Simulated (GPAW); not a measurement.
## LiCl (Fm-3m): G0W0 with GPAW, start to end

How does a plane-wave GW calculation on LiCl (Fm-3m) run from the first input to the gap?

Calculated with GPAW 26.7.0; LDA and many-body steps on it, plane waves.

## (1) The starting structure

The structure is cubic, space group Fm-3m (No. 225). Conventional cell: a = 5.143 Å, b = 5.143 Å, c = 5.143 Å, α = 90.00°, β = 90.00°, γ = 90.00°. Nearest to Li lie 6 Cl at 2.57 Å. Cl has 6 Li at 2.57 Å nearest. Farther neighbours and most contacts between anions are not listed.

As a file:

```
Li Cl
1.0
     0.00000    2.57150    2.57150
     2.57150    0.00000    2.57150
     2.57150    2.57150    0.00000
Li Cl
1 1
Direct
  0.00000 0.00000 0.00000
  0.50000 0.50000 0.50000
```

The cell and positions come from the Crystallography Open Database and are kept as given unless a step says otherwise.

## (2) Ground state

This step: GPAW 26.7.0; DFT, LDA, plane waves, PAW.

The ground-state density comes first.

Input file run.py:

```python
import json
import numpy as np
from gpaw.mpi import world
from ase import Atoms
from gpaw import GPAW, PW, FermiDirac

atoms = Atoms(['Li', 'Cl'],
    cell=[[0.0000000000, 2.5715000000, 2.5715000000],
      [2.5715000000, 0.0000000000, 2.5715000000],
      [2.5715000000, 2.5715000000, 0.0000000000]],
    scaled_positions=[[0.0000000000, 0.0000000000, 0.0000000000],
      [0.5000000000, 0.5000000000, 0.5000000000]],
    pbc=(True, True, True))
calc = GPAW(mode=PW(600),
    xc='LDA',
    kpts={'size': (8, 8, 8), 'gamma': True},
    occupations=FermiDirac(0.001),
    nbands=-7,
    convergence={'density': 1e-6, 'bands': -3},
    maxiter=100,
    txt='gs.txt')
atoms.calc = calc
res = {'energy': atoms.get_potential_energy()}
kpts = calc.get_ibz_k_points()
res['kpts'] = kpts
res['eigenvalues'] = [calc.get_eigenvalues(kpt=k) for k in range(len(kpts))]
res['n_electrons'] = calc.get_number_of_electrons()
calc.write('gs.gpw')

if world.rank == 0:
    with open('result.json', 'w') as f:
        json.dump(res, f, default=lambda x: x.tolist())
```

Command:

```bash
$ mpirun -n 4 gpaw python run.py
```

What it wrote:

```text
__  _  _
 | _ |_)|_||  |
 |__||  | ||/\| - 26.7.0

Input parameters:
  mode=PW(ecut=600.0),
  convergence={'density': 1e-06, 'bands': -3},
  kpts=MonkhorstPack(size=(8, 8, 8), gamma=True),
  maxiter=100,
  nbands=-7,
  occupations=Occupations(name='fermi-dirac', width=0.001, fixmagmom=False),
  xc=XC(name='LDA')
  [... matrices ...]
Diagonalizing LCAO Hamiltonian
Converting LCAO to pw mode

               Cl

       Li

Atoms  # Å, Bohr magnetons
|   | symbol |        x |        y |        z |    initial magnetic moments |
| 0 |     Li | 0.000000 | 0.000000 | 0.000000 | ( 0.0000,  0.0000,  0.0000) |
| 1 |     Cl | 2.571500 | 2.571500 | 2.571500 | ( 0.0000,  0.0000,  0.0000) |

Unit cell  # Å
| periodic |        x |        y |        z |  lengths |    angles |
|      yes | 0.000000 | 2.571500 | 2.571500 | 3.636650 | 60.000000 |
|      yes | 2.571500 | 0.000000 | 2.571500 | 3.636650 | 60.000000 |
|      yes | 2.571500 | 2.571500 | 0.000000 | 3.636650 | 60.000000 |

Number of symmetries: 48
Symmetry operations  # r_c * U_cc + t_c -> r_c
|    | kind |            matrix            |
|  0 |  σ   |  1, 0, 0,  1, 0,-1,  1,-1, 0 |
|  1 |  C2  |  1, 0, 0,  1,-1, 0,  1, 0,-1 |
|  2 |  E   |  1, 0, 0,  0, 1, 0,  0, 0, 1 |
|  3 |  σ   |  1, 0, 0,  0, 0, 1,  0, 1, 0 |
|  4 |  C4  |  1, 0,-1,  1, 0, 0,  1,-1, 0 |
|  5 |  S6  |  1, 0,-1,  1,-1, 0,  1, 0, 0 |
|  6 |  σ   |  1, 0,-1,  0, 1,-1,  0, 0,-1 |
|  7 |  C3  |  1, 0,-1,  0, 0,-1,  0, 1,-1 |
|  8 |  S6  |  1,-1, 0,  1, 0, 0,  1, 0,-1 |
|  9 |  C4  |  1,-1, 0,  1, 0,-1,  1, 0, 0 |
| 10 |  C3  |  1,-1, 0,  0,-1, 1,  0,-1, 0 |
| 11 |  σ   |  1,-1, 0,  0,-1, 0,  0,-1, 1 |
| 12 |  σ   |  0, 1, 0,  1, 0, 0,  0, 0, 1 |
| 13 |  C4  |  0, 1, 0,  0, 1,-1, -1, 1, 0 |
| 14 |  C3  |  0, 1, 0,  0, 0, 1,  1, 0, 0 |
| 15 |  S6  |  0, 1, 0, -1, 1, 0,  0, 1,-1 |
| 16 |  C2  |  0, 1,-1,  1, 0,-1,  0, 0,-1 |
| 17 |  σ   |  0, 1,-1,  0, 1, 0, -1, 1, 0 |
| 18 |  S4  |  0, 1,-1,  0, 0,-1,  1, 0,-1 |
| 19 |  C4  |  0, 1,-1, -1, 1, 0,  0, 1, 0 |
| 20 |  C3  |  0, 0, 1,  1, 0, 0,  0, 1, 0 |
| 21 |  σ   |  0, 0, 1,  0, 1, 0,  1, 0, 0 |
| 22 |  S6  |  0, 0, 1,  0,-1, 1, -1, 0, 1 |
| 23 |  C4  |  0, 0, 1, -1, 0, 1,  0,-1, 1 |
| 24 |  S4  |  0, 0,-1,  1, 0,-1,  0, 1,-1 |
| 25 |  C3  |  0, 0,-1,  0, 1,-1,  1, 0,-1 |
| 26 |  C2  |  0, 0,-1,  0,-1, 0, -1, 0, 0 |
| 27 |  S6  |  0, 0,-1, -1, 0, 0,  0,-1, 0 |
| 28 |  S4  |  0,-1, 1,  1,-1, 0,  0,-1, 0 |
| 29 |  C4  |  0,-1, 1,  0, 0, 1, -1, 0, 1 |
| 30 |  C2  |  0,-1, 1,  0,-1, 0,  1,-1, 0 |
| 31 |  σ   |  0,-1, 1, -1, 0, 1,  0, 0, 1 |
| 32 |  C3  |  0,-1, 0,  1,-1, 0,  0,-1, 1 |
| 33 |  S6  |  0,-1, 0,  0, 0,-1, -1, 0, 0 |
| 34 |  S4  |  0,-1, 0,  0,-1, 1,  1,-1, 0 |
| 35 |  C2  |  0,-1, 0, -1, 0, 0,  0, 0,-1 |
| 36 |  C2  | -1, 1, 0,  0, 1, 0,  0, 1,-1 |
| 37 |  S6  | -1, 1, 0,  0, 1,-1,  0, 1, 0 |
| 38 |  S4  | -1, 1, 0, -1, 0, 1, -1, 0, 0 |
| 39 |  C3  | -1, 1, 0, -1, 0, 0, -1, 0, 1 |
| 40 |  S6  | -1, 0, 1,  0, 0, 1,  0,-1, 1 |
| 41 |  C2  | -1, 0, 1,  0,-1, 1,  0, 0, 1 |
| 42 |  C3  | -1, 0, 1, -1, 1, 0, -1, 0, 0 |
| 43 |  S4  | -1, 0, 1, -1, 0, 0, -1, 1, 0 |
| 44 |  C2  | -1, 0, 0,  0, 0,-1,  0,-1, 0 |
| 45 |  i   | -1, 0, 0,  0,-1, 0,  0, 0,-1 |
| 46 |  σ   | -1, 0, 0, -1, 1, 0, -1, 0, 1 |
| 47 |  C2  | -1, 0, 0, -1, 0, 1, -1, 1, 0 |

BZ-sampling:
  Number of BZ points: 512
  Number of IBZ points: 29

  Monkhorst-Pack size: [8, 8, 8]
  Monkhorst-Pack shift: [0.0625, 0.0625, 0.0625]

K-points  # in reciprocal-cell coordinates
|     |                                coordinates |     weight |
|   0 | (  0.00000000,   0.00000000,   0.00000000) | 0.00195312 |
|   1 | (  0.12500000,   0.12500000,   0.00000000) | 0.01171875 |
|   2 | (  0.12500000,   0.12500000,   0.12500000) | 0.01562500 |
|   3 | (  0.25000000,   0.12500000,   0.12500000) | 0.02343750 |
|   4 | (  0.25000000,   0.25000000,   0.00000000) | 0.01171875 |
|   5 | (  0.25000000,   0.25000000,   0.12500000) | 0.04687500 |
|   6 | (  0.25000000,   0.25000000,   0.25000000) | 0.01562500 |
|   7 | (  0.37500000,   0.25000000,  -0.37500000) | 0.04687500 |
|   8 | (  0.37500000,   0.25000000,   0.12500000) | 0.04687500 |
|   9 | (  0.37500000,   0.25000000,   0.25000000) | 0.04687500 |
| ... |                                            |            |
|  28 | (  0.50000000,   0.50000000,   0.50000000) | 0.00781250 |

Plane wave coefficients: 1158
Cutoff: 600.0 eV

Spin-components: 1 (collinear spins)
Bands:           11
Projectors:      8
Spin-degeneracy: 2
Datatype:        complex128

  Storage: CPU
  Wave functions: 5_813_456 bytes (1_453_364 per core)
  Projectors: 10_041_424 bytes (2_510_356 per core)
  [... matrices ...]
Parallelization:
  kpt:    4
  domain: 1
  band:   1

Density:
  Valence electrons: 8.0
  Components: 1
  Grid points: [21 21 21]
  Charge: 0.0  # |e|

Potential:
  Grid points: [21 21 21]

species:
  Li:
    name:    Lithium
    Z:       3.0
    valence: 1
    core:    2
    charge:  0.0  # [|e|]
    compensation charges:
      type: gauss
      rc: 0.33  # [Å]
      lmax: 2
    cutoffs:
      filter: 1.91  # [Å]
      core: 2.55  # [Å]
    projectors
    | kind |    occ | energy [eV] | rcut [Å] |
    |   2s |  1.000 |      -2.874 |    1.058 |
    |   2p |  0.000 |      -1.126 |    1.058 |
    |    s |        |      24.338 |    1.058 |

    Using partial waves for Li as LCAO basis

  Cl:
    name:    Chlorine
    Z:       17.0
    valence: 7
    core:    10
    charge:  0.0  # [|e|]
    compensation charges:
      type: gauss
      rc: 0.25  # [Å]
      lmax: 2
    cutoffs:
      filter: 1.40  # [Å]
      core: 1.49  # [Å]
    projectors
    | kind |    occ | energy [eV] | rcut [Å] |
    |   3s |  2.000 |     -20.688 |    0.794 |
    |   3p |  5.000 |      -8.701 |    0.794 |
    |    s |        |       6.523 |    0.794 |
    |    p |        |      18.511 |    0.794 |
    |    d |        |       0.000 |    0.794 |

    Using partial waves for Cl as LCAO basis

Reference energy: -12718.738429  # eV

eigensolver:
  PPCG
  Converge bands: -3
  niter=2

density mixing:
  MSR1-Mixer
  Pratt-step length: 0.05
  Maximum mixing coefficient: 0.75
  Old densities: 10
  SVD Regularization: 0.005
  Good broyden scale: 1.0
  Trust region scale: 1.0
  Backstep threshold: 4.0
  History deletion threshold: 6.0
  Fourier metric: weight=20.0, sigma=0.015

occupation numbers:
  Fermi-Dirac:
    width: 0.0010  # eV

poisson solver:
  ecut: 4800.0  # eV

xc functional:
  name: None

Initialization done in: 2.836 s

convergence criteria:
- Maximum integral of absolute [dens]ity change: 1e-06 electrons / valence electron
- Maximum [total energy] change in last 3 cyles: 0.0005 eV / valence electron
- Maximum integral of absolute [eigenst]ate change: 4e-08 eV^2 / valence electron
maximum number of iterations: 100

SCF iterations
|iter     |     time |      energy | eigst |  dens |
|iter:   1|  |   -8.025896 | +1.27 |       |
|iter:   2|  |   -8.025207 | -0.08 | -1.33 |
|iter:   3|  |   -8.019402 | -1.27 | -1.36 |
|iter:   4|  |   -8.019954 | -1.55 | -1.96 |
|iter:   5|  |   -8.019977c| -2.69 | -2.68 |
|iter:   6|  |   -8.019981c| -3.42 | -3.28 |
|iter:   7|  |   -8.019982c| -4.29 | -4.47 |
|iter:   8|  |   -8.019982c| -4.86 | -5.17 |
|iter:   9|  |   -8.019982c| -5.68 | -5.74 |
|iter:  10|  |   -8.019982c| -6.18 | -6.86c|
|iter:  11|  |   -8.019982c| -6.97 | -7.31c|
|iter:  12|  |   -8.019982c| -7.50c| -7.36c|

Converged in 12 steps
SCF loop duration: 4.708 s (0.392 s/step)
Energy contributions relative to reference atoms: (reference = -12718.738429)
  [... matrices ...]
Energy contributions:
  Kinetic:           6.616641
  Coulomb:          -7.235369
  Zero:              0.035898
  External:          0.000000
  Xc:               -7.437152
  Entropy:          -0.000000
  Spinorbit:         0.000000
  ----------------------------
  Free energy:      -8.019982
  Extrapolated:     -8.019982

dipole moment: (-2.979338, -2.979338, -2.979338)  # |e|*Ang

Fermi level: 3.308
Eigenvalues  # (at kpt = [0.000, 0.000, 0.000])
| band index |      eig [eV] | occ [0-2] |
|          0 |       -12.845 |     2.000 |
|          1 |         0.480 |     2.000 |
|          2 |         0.480 |     2.000 |
|          3 |         0.480 |     2.000 |
|          4 |         6.421 |     0.000 |
|          5 |        12.096 |     0.000 |
|          6 |        12.096 |     0.000 |
|          7 |        12.096 |     0.000 |
|          8 |        14.590 |     0.000 |
|          9 |        14.590 |     0.000 |
|         10 |        14.590 |     0.000 |

Gap: 5.941 eV
Transition (v -> c):
  (s=0, k=0, n=3, [0.00, 0.00, 0.00]) -> (s=0, k=0, n=4, [0.00, 0.00, 0.00])
No difference between direct/indirect transitions
# Writing to gs.gpw (mode='')
  [... matrices ...]
```

It took 11 s on 4 MPI ranks of Intel Xeon Platinum 8259CL at 2.50GHz (Skylake/Cascade Lake), shared host; peak memory 0.62 GiB; 42 s of CPU time.

This step gave:

```
total energy               : -8.020 eV
gap                        : 5.941 eV
k of the valence top       : 0, 0, 0
k of the conduction bottom : 0, 0, 0
least direct gap           : 5.941 eV
```

The gap is direct, at Γ.

## (3) Bands along the symmetry lines

The cheap functional maps the bands first; the places of the edges decide which points the dearer methods must see.

Input file run.py:

```python
import json
import numpy as np
from gpaw.mpi import world
from gpaw import GPAW

path = [[0.000000, 0.000000, 0.000000],
    [0.062500, 0.000000, 0.062500],
    [0.125000, 0.000000, 0.125000],
    [0.187500, 0.000000, 0.187500],
    [0.250000, 0.000000, 0.250000],
    [0.312500, 0.000000, 0.312500],
    [0.375000, 0.000000, 0.375000],
    [0.437500, 0.000000, 0.437500],
    [0.500000, 0.000000, 0.500000],
    [0.515625, 0.031250, 0.515625],
    [0.531250, 0.062500, 0.531250],
    [0.546875, 0.093750, 0.546875],
    [0.562500, 0.125000, 0.562500],
    [0.578125, 0.156250, 0.578125],
    [0.593750, 0.187500, 0.593750],
    [0.609375, 0.218750, 0.609375],
    [0.625000, 0.250000, 0.625000],
    [0.375000, 0.375000, 0.750000],
    [0.328125, 0.328125, 0.656250],
    [0.281250, 0.281250, 0.562500],
    [0.234375, 0.234375, 0.468750],
    [0.187500, 0.187500, 0.375000],
    [0.140625, 0.140625, 0.281250],
    [0.093750, 0.093750, 0.187500],
    [0.046875, 0.046875, 0.093750],
    [0.000000, 0.000000, 0.000000],
    [0.062500, 0.062500, 0.062500],
    [0.125000, 0.125000, 0.125000],
    [0.187500, 0.187500, 0.187500],
    [0.250000, 0.250000, 0.250000],
    [0.312500, 0.312500, 0.312500],
    [0.375000, 0.375000, 0.375000],
    [0.437500, 0.437500, 0.437500],
    [0.500000, 0.500000, 0.500000],
    [0.500000, 0.468750, 0.531250],
    [0.500000, 0.437500, 0.562500],
    [0.500000, 0.406250, 0.593750],
    [0.500000, 0.375000, 0.625000],
    [0.500000, 0.343750, 0.656250],
    [0.500000, 0.312500, 0.687500],
    [0.500000, 0.281250, 0.718750],
    [0.500000, 0.250000, 0.750000],
    [0.500000, 0.218750, 0.718750],
    [0.500000, 0.187500, 0.687500],
    [0.500000, 0.156250, 0.656250],
    [0.500000, 0.125000, 0.625000],
    [0.500000, 0.093750, 0.593750],
    [0.500000, 0.062500, 0.562500],
    [0.500000, 0.031250, 0.531250],
    [0.500000, 0.000000, 0.500000]]
calc = GPAW('gs.gpw').fixed_density(kpts=path,
    symmetry='off',
    nbands=14,
    convergence={'bands': 10},
    txt='bands.txt')
res = {}
kpts = calc.get_ibz_k_points()
res['kpts'] = kpts
res['eigenvalues'] = [calc.get_eigenvalues(kpt=k) for k in range(len(kpts))]
res['n_electrons'] = calc.get_number_of_electrons()

if world.rank == 0:
    with open('result.json', 'w') as f:
        json.dump(res, f, default=lambda x: x.tolist())
```

Command:

```bash
$ mpirun -n 4 gpaw python run.py
```

What it wrote:

```text
Diagonalizing LCAO Hamiltonian
Converting LCAO to pw mode
convergence criteria:
- Maximum integral of absolute [eigenst]ate change: 4e-08 eV^2 / valence electron
maximum number of iterations: 100

SCF iterations
|iter     |     time |      energy | eigst |  dens |
|iter:   1|  |             | +2.26 |       |
|iter:   2|  |             | +1.04 |       |
|iter:   3|  |             | +0.18 |       |
[...]
|iter:   7|  |             | -5.06 |       |
|iter:   8|  |             | -6.48 |       |
|iter:   9|  |             | -7.62c|       |
SCF steps: 9
  __  _  _
 | _ |_)|_||  |
 |__||  | ||/\| - 26.7.0

Input parameters:
  mode=PW(ecut=600.0),
  convergence={'bands': 10},
  gpts=array([21, 21, 21]),
  kpts=KPoints(kpts=array([[0.      , 0.      , 0.      ],
         [0.0625  , 0.      , 0.0625  ],
         [0.125   , 0.      , 0.125   ],
         [0.1875  , 0.      , 0.1875  ],
[...]
[0.515625, 0.03125 , 0.515625],
[...]
[0.546875, 0.09375 , 0.546875],
[...]
[0.578125, 0.15625 , 0.578125],
[...]
[0.609375, 0.21875 , 0.609375],
[...]
[0.328125, 0.328125, 0.65625 ],
[...]
[0.234375, 0.234375, 0.46875 ],
[...]
[0.140625, 0.140625, 0.28125 ],
[...]
[0.046875, 0.046875, 0.09375 ],
[...]
[0.5     , 0.0625  , 0.5625  ],
         [0.5     , 0.03125 , 0.53125 ],
         [0.5     , 0.      , 0.5     ]])),
  maxiter=100,
  nbands=14,
  occupations=Occupations(name='fermi-dirac', width=0.001, fixmagmom=False),
  parallel={},
  symmetry=Symmetry(point_group=False, time_reversal=False),
  xc=XC(name='LDA')
  [... matrices ...]
timing:  # [seconds]
  Total: 0.063  # ━━━━━━━━━━━━━━━━━━━━━━━━━━━━━━━━━━━━━━━━━━━━━━━━━━━━━━━━━━━
```

It took 13 s on 4 MPI ranks; peak memory 0.65 GiB.

Numbers from this step:

```yaml
gap: 5.936 eV
k_of_the_valence_top: 0.0938, 0.0938, 0.1875
k_of_the_conduction_bottom: 0, 0, 0
least_direct_gap: 5.941 eV
```

The gap is 5.936 eV, −0.005 eV from the run before at this level.

Electronic bands along the path, in eV, zero at the top of the highest filled band; v1 is the highest filled band, c1 the lowest empty one:

```csv
point,v4,v3,v2,v1,c1,c2,c3,c4
Γ,-13.33,-0.01,-0.01,-0.01,5.94,11.61,11.61,11.61
halfway,-12.95,-1.55,-0.61,-0.61,8.19,9.24,9.37,12.14
X,-12.50,-2.96,-1.13,-1.13,7.56,7.99,12.03,13.69
halfway,-12.50,-2.85,-1.36,-1.05,7.67,8.43,11.74,12.74
U,-12.53,-2.54,-1.82,-0.85,7.75,9.62,11.07,11.37
jump to K,-12.53,-2.54,-1.82,-0.85,7.75,9.62,11.07,11.37
halfway,-12.94,-1.76,-0.89,-0.09,7.57,9.76,9.99,10.53
Γ,-13.33,-0.01,-0.01,-0.01,5.94,11.61,11.61,11.61
halfway,-13.06,-1.62,-0.14,-0.14,6.84,10.33,10.33,10.63
L,-12.75,-2.87,-0.25,-0.25,6.38,9.14,9.14,12.58
halfway,-12.63,-2.60,-1.34,-0.59,7.85,8.98,10.18,11.39
W,-12.51,-2.17,-2.17,-1.08,9.23,9.75,10.09,10.09
halfway,-12.50,-2.75,-1.47,-1.10,8.03,8.64,11.45,11.77
X,-12.50,-2.96,-1.13,-1.13,7.56,7.99,12.03,13.69
```

The electronic bands as a text plot (rows in eV, shown from -8.0 to 11.7 only):

```
   11.3 |++++           +++      +++++++++++ ++       ++     +
   10.4 |  ++     +        ++++++++++    ++++         +++++++
    9.6 |    +++++       ++ +++++++          ++++ ++++   ++++
    8.8 |       ++     ++                        +++++++++ +++
    8.0 |     ++++++++++++++++++                      ++     ++++
    7.2 |    +       +          +++         +       ++
    6.3 |++++                      +++++++++ +++++++
    5.5 |
    4.7 |
    3.9 |
    3.1 |
    2.2 |
    1.4 |
    0.6 |
   -0.2 |*******            ***************************
   -1.0 |    *  ************  *******      *         ************
   -1.9 |     ****      *********           ***        *******
   -2.7 |         *********                    **********  ******
   -3.5 |
   -4.3 |
   -5.1 |
   -6.0 |
   -6.8 |
   -7.6 |
         Γ           X  U|K            Γ         L        W     X
```

## (4) Empty states on the mesh, 6×6×6 mesh, 515 bands

The sums over transitions need many empty states on a uniform mesh; this step solves for them.

Input file run.py:

```python
import json
import numpy as np
from gpaw.mpi import world
from gpaw import GPAW

calc = GPAW('gs.gpw').fixed_density(kpts={'size': (6, 6, 6), 'gamma': True},
    parallel={'domain': 1, 'band': 1},
    txt='nscf.txt')
calc.diagonalize_full_hamiltonian(nbands=515)
calc.write('full.gpw', mode='all')
res = {}
kpts = calc.get_ibz_k_points()
res['kpts'] = kpts
res['eigenvalues'] = [calc.get_eigenvalues(kpt=k) for k in range(len(kpts))]
res['n_electrons'] = calc.get_number_of_electrons()

if world.rank == 0:
    with open('result.json', 'w') as f:
        json.dump(res, f, default=lambda x: x.tolist())
```

Command:

```bash
$ mpirun -n 4 gpaw python run.py
```

What it wrote:

```text
Diagonalizing LCAO Hamiltonian
Converting LCAO to pw mode
convergence criteria:
- Maximum integral of absolute [eigenst]ate change: 4e-08 eV^2 / valence electron
maximum number of iterations: 100

SCF iterations
|iter     |     time |      energy | eigst |  dens |
|iter:   1|  |             | +1.25 |       |
|iter:   2|  |             | -0.09 |       |
|iter:   3|  |             | -0.05 |       |
[...]
|iter:   9|  |             | -6.20 |       |
|iter:  10|  |             | -6.93 |       |
|iter:  11|  |             | -7.64c|       |
SCF steps: 11
  __  _  _
 | _ |_)|_||  |
 |__||  | ||/\| - 26.7.0

Input parameters:
  mode=PW(ecut=600.0),
  convergence={'density': 1e-06, 'bands': -3},
  gpts=array([21, 21, 21]),
  kpts=MonkhorstPack(size=(6, 6, 6), gamma=True),
  maxiter=100,
  nbands=11,
  occupations=Occupations(name='fermi-dirac', width=0.001, fixmagmom=False),
  parallel={'domain': 1, 'band': 1},
  xc=XC(name='LDA')
Matrix size: 1154x1154
# Writing to full.gpw (mode='all')
  [... matrices ...]

timing:  # [seconds]
  Total: 13.002  # ━━━━━━━━━━━━━━━━━━━━━━━━━━━━━━━━━━━━━━━━━━━━━━━━━━━━━━━━━━
```

Elapsed: 22 s, on 4 MPI ranks; peak memory 1.2 GiB.

Numbers from this step:

```
gap                                                           : 5.941 eV
k of the valence top                                          : 0, 0, 0
k of the conduction bottom                                    : 0, 0, 0
least direct gap                                              : 5.941 eV
k points computed                                             : 16
lowest point of the top converged band, above the valence top : 331.7225 eV
```

On this mesh the gap is 5.941 eV.

(Continued in part 2 of 2.)

[Paths, hosts, dates, memory and timing lines, banners, echoed tables and standing remarks are left out of the program output.]

[Logs are printed without paths, hosts, clocks, repeated set-up lines and the standing remarks that a program may print on its own settings, such as how far it seeks lower states.]

[Runs of the session that timed out or met a known fault of the program may be left out.]

[Hosts, paths, dates, database ids (printed as entryN), source tags and the programs' standing remarks are cut or masked in the printed files.]
